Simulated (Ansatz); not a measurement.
# WSe2: equal strain of all cell vectors

An exercise on one series of results from a longer session: the logs are not shown, and one member is left open.

Method: DFT PBE, scalar-relativistic, plane waves, PAW, in Ansatz 0.2.0.

3 further runs of the same task are left out: 3 set aside as unsound or not needed.

**The structure to begin with**

The structure is hexagonal, space group P6_3/mmc (No. 194). The conventional cell has a = 3.321 Å, b = 3.321 Å, c = 15.044 Å, α = 90.00°, β = 90.00°, γ = 120.00°. W (site symmetry -6m2) is surrounded by 6 Se at 2.55 Å. Se (site symmetry 3m) is surrounded by 3 W at 2.55 Å.

As a file:

```xyz
6
Lattice="3.3210 0.0000 0.0000 -1.6605 2.8761 0.0000 0.0000 0.0000 15.0438" Properties=species:S:1:pos:R:3 pbc="T T T"
W     1.6605    0.9587   11.2829
W     0.0000    1.9174    3.7610
Se    0.0000    1.9174   12.9609
Se    1.6605    0.9587    5.4390
Se    0.0000    1.9174    9.6048
Se    1.6605    0.9587    2.0829
```

It goes back to an entry of the Materials Project.

This cell was relaxed beforehand with the same method: volume 23.95 Å³/atom, gap on the mesh 1.46 eV.

The first run:

File input.yaml:

```yaml
crystal:
  lattice:
    - [3.3209866793, 0.0, 0.0]
    - [-1.6604933396, 2.8760588299, 0.0]
    - [0.0, 0.0, 15.0438209013]
  atoms:
    - { symbol: W, position: [0.6666666667, 0.3333333333, 0.75] }
    - { symbol: W, position: [0.3333333333, 0.6666666667, 0.25] }
    - { symbol: Se, position: [0.3333333333, 0.6666666667, 0.861543119] }
    - { symbol: Se, position: [0.6666666667, 0.3333333333, 0.361543119] }
    - { symbol: Se, position: [0.3333333333, 0.6666666667, 0.638456881] }
    - { symbol: Se, position: [0.6666666667, 0.3333333333, 0.138456881] }
basis:
  ecutwfc: 420
kpoints:
  mp_grid: { grid: [12, 12, 2] }
hamiltonian:
  xc: pbe
scf:
  occupations: { method: gaussian, width: 0.02 }
output:
  forces: true
  stress: true
  eigenvalues: true
```

On the command line:

```sh
$ ansatz run input.yaml --threads 1 --pin off --max-ram 2560MiB --backend cpu --events-out ev --progress --plain --runs-dir out
```

Among the steps run: The unstrained reference; The gap over the whole zone; Strain -1.0 %; Band edges over the zone at -1.0 %; Strain +1.0 %; Seeking the band edges at +1.0 %; The cell strained by -2.0 %; The gap over the whole zone at -2.0 %; At +2.0 %; Band edges over the zone at +2.0 %; The cell strained by -3.0 %; The gap over the whole zone at -3.0 %; The cell strained by +3.0 %; Band edges over the zone at +3.0 %.

One table of the session follows, with a row left open; its other results are not shown here.

It belongs to the step «Energy, stress and gap against strain». Lengths are those of the vectors of the cell that was run; stresses in GPa:

| strain (%) | ΔE (meV/atom) | a (Å) | b (Å) | c (Å) |
| --- | --- | --- | --- | --- |
| -3.0 | 27.8 | 3.221 | 3.221 | 14.593 |
| -2.0 | 12.1 | 3.255 | 3.255 | 14.743 |
| -1.0 | 3.0 | 3.288 | 3.288 | 14.893 |
| +0.0 | 0.0 | 3.321 | 3.321 | 15.044 |
| +1.0 | ? | ? | ? | ? |
| +2.0 | 10.9 | 3.387 | 3.387 | 15.345 |
| +3.0 | 24.1 | 3.421 | 3.421 | 15.495 |

Estimate the missing values for strain (%) = +1.0.

Worked estimate for «ΔE (meV/atom)». A straight line through the neighbours (0.0, 0.0) and (2.0, 10.9) gives 0.0 + (10.9 − 0.0) × (1.0 − 0.0) / (2.0 − 0.0) = 5.5; a parabola fitted to 4 rows on both sides gives 2.7.

**Answer.** ΔE (meV/atom): 2.8; a (Å): 3.354; b (Å): 3.354; c (Å): 15.194. In «ΔE (meV/atom)» the line misses by +2.7 and the parabola by -0.1.

ΔE is over the unstrained cell. Stress in GPa, positive in compression, on the Cartesian axes of the input.

To keep in mind: Layers here are held mostly by dispersion, which this level lacks, so their spacing and the stiffness across them are unreliable there. Warnings in the runs' records: stress scf threshold loose.
